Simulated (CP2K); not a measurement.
Runs of CP2K 2026.2 on PtS2. The structure is trigonal, space group P-3m1 (No. 164). The conventional cell has a = 3.543 Å, b = 3.543 Å, c = 5.039 Å, α = 90.00°, β = 90.00°, γ = 120.00°. Pt (site symmetry -3m) has 6 S at 2.34 Å as nearest neighbours. Around S (site symmetry 3m) lie 3 Pt at 2.34 Å. 

| task | level | potentials or basis | cell | smearing | EPS_DEFAULT | NGRIDS | CUTOFF of the grids | points a segment of the path (NPOINTS) | bands added on the path | gap on the mesh (eV) | pressure (GPa) | largest force (eV/Å) |
| --- | --- | --- | --- | --- | --- | --- | --- | --- | --- | --- | --- | --- |
| single point | PBEsol | POTENTIAL_UZH Pt GTH-PBE-q18, S GTH-PBE-q6; TZVP-MOLOPT-PBE-GTH basis | as given | fermi-dirac 0.05 eV | 1.0E-10 | 5 | 450 Ry | - | - | 0.96 | 7.9 | 1.19 |
| single point | PBEsol | POTENTIAL_UZH Pt GTH-PBE-q18, S GTH-PBE-q6; TZVP-MOLOPT-PBE-GTH basis | atoms moved at random, drawn with an rms of 0.05 Å | fermi-dirac 0.05 eV | 1.0E-10 | 4 | 450 Ry | - | - | 0.85 | 6.1 | 1.33 |
| band structure | TB-mBJ | POTENTIAL_UZH Pt GTH-PBE-q18, S GTH-PBE-q6; TZVP-MOLOPT-PBE-GTH basis | as given | fermi-dirac 0.05 eV | 1.0E-9 | 4 | 675 Ry | 8 | 6 | 1.19 | - | - |
| band structure | r2SCAN | POTENTIAL_UZH Pt GTH-SCAN-q18, S GTH-SCAN-q6; TZVP-MOLOPT-SCAN-GTH basis | as given | fermi-dirac 0.05 eV | 1.0E-10 | 5 | 675 Ry | 8 | 2 | (a) | 11.1 | 1.49 |
| band structure | LDA | GTH_POTENTIALS Pt GTH-PADE-q18, S GTH-PADE-q6; TZVP-MOLOPT-PBE-GTH basis | as given | fermi-dirac 0.0259 eV | 1.0E-9 | 4 | 450 Ry | 6 | 4 | 0.97 | -0.5 | (b) |
| band structure | PBEsol | POTENTIAL_UZH Pt GTH-PBE-q18, S GTH-PBE-q6; TZVP-MOLOPT-PBE-GTH basis | as given | fermi-dirac 0.1 eV | 1.0E-9 | 4 | 450 Ry | 10 | 2 | 0.96 | 7.9 | 1.19 |

Alike in all rows: no spin polarisation; k mesh 9 × 9 × 5.

Question: Estimate the missing entries.

Answer: (a) 1.20; (b) 1.16.

Caveats: spin-orbit coupling is left out, which moves the levels of the heavy elements; the basis of atomic orbitals isn't converged, which shifts pressures, moduli and gaps; the potentials were made for another functional, which shifts forces and pressure (some runs); an odd mesh through Γ misses points on the zone boundary, where band edges often lie (some runs); forces of over 1 eV/Å show positions far from the minimum, so gaps and moduli don't describe the material at rest (some runs); this is a model potential without an energy functional, so only levels have meaning (some runs).

A k mesh can miss the band edges, and the runs leave out spin-orbit coupling on Pt.
